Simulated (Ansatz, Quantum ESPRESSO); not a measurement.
This is a calculation of In3Sb for Quantum ESPRESSO 7.5. Atoms were shifted at random by some hundredths of an Å from the given cell, which wasn't relaxed again for these runs. The cell comes from a database or a generator and needn't be the stable form of this composition.

The input pw.in:

```
&CONTROL
  calculation = 'scf'
  prefix = 'pwscf'
  outdir = './tmp'
  pseudo_dir = './pseudo'
  tprnfor = .true.
  tstress = .true.
  disk_io = 'nowf'
/
&SYSTEM
  ibrav = 0
  nat = 4
  ntyp = 2
  ecutwfc = 56
  ecutrho = 448
  nbnd = 37
  occupations = 'smearing'
  smearing = 'fd'
  degauss = 0.00367493
/
&ELECTRONS
  conv_thr = 8d-10
  electron_maxstep = 120
  mixing_beta = 0.5
/
ATOMIC_SPECIES
Sb   121.7600 sb_pbesol_v1.4.uspp.F.UPF
In   114.8180 in_pbesol_v1.4.uspp.F.UPF
CELL_PARAMETERS angstrom
   4.8369620000    0.0000000000    0.0000000000
   0.0000000000    4.8369620000    0.0000000000
   0.0000000000    0.0000000000    4.8369620000
ATOMIC_POSITIONS crystal
Sb     0.0013580000    0.0052660000    0.0117560000
In     0.0017840000    0.4943740000    0.5075110000
In     0.5051020000    0.0118670000    0.4989590000
In     0.5060830000    0.5022790000    0.0018730000
K_POINTS automatic
6 6 6 0 0 0
```

Potentials or basis: GBRV 1.5 PBEsol.

The run is started by

```console
$ OMP_NUM_THREADS=1 mpirun -n 2 pw.x -nk 2 -in pw.in > pw.out
```

Q: Translate it to Ansatz 0.2.0. Potentials or basis there: all-electron LAPW, scalar-relativistic.

A: As run (cutoffs and basis follow the program's own potentials, and thresholds, step limits or extra output files can differ):

Contents of input.yaml:

```yaml
crystal:
  lattice:
    - [4.836962, 0.0, 0.0]
    - [0.0, 4.836962, 0.0]
    - [0.0, 0.0, 4.836962]
  atoms:
    - { symbol: Sb, position: [0.001358, 0.005266, 0.011756] }
    - { symbol: In, position: [0.001784, 0.494374, 0.507511] }
    - { symbol: In, position: [0.505102, 0.011867, 0.498959] }
    - { symbol: In, position: [0.506083, 0.502279, 0.001873] }
kpoints:
  mp_grid: { grid: [6, 6, 6] }
scf:
  occupations: { method: fermi_dirac, width: 0.05 }
hamiltonian:
  xc: pbesol
  pseudopotentials: { kind: all_electron, lapw: { basis_error: 0.001 } }
output:
  forces: true
  stress: true
  eigenvalues: true
  populations: true
```

Potentials or basis: all-electron LAPW, scalar-relativistic.

Command:

```sh
$ ansatz run input.yaml --threads 2 --pin off --max-ram 8192MiB --backend cpu --events-out ev --progress --plain --runs-dir out
```

Both were run:

|  | Quantum ESPRESSO | Ansatz |
| --- | --- | --- |
| Pressure | -2.7 GPa | -2.5 GPa |
| Largest force | 0.110 eV/Å | 0.110 eV/Å |

Where Ansatz's input types no cutoff or centring, it takes its own default and a Γ-centred mesh.

Pressure is positive in compression.
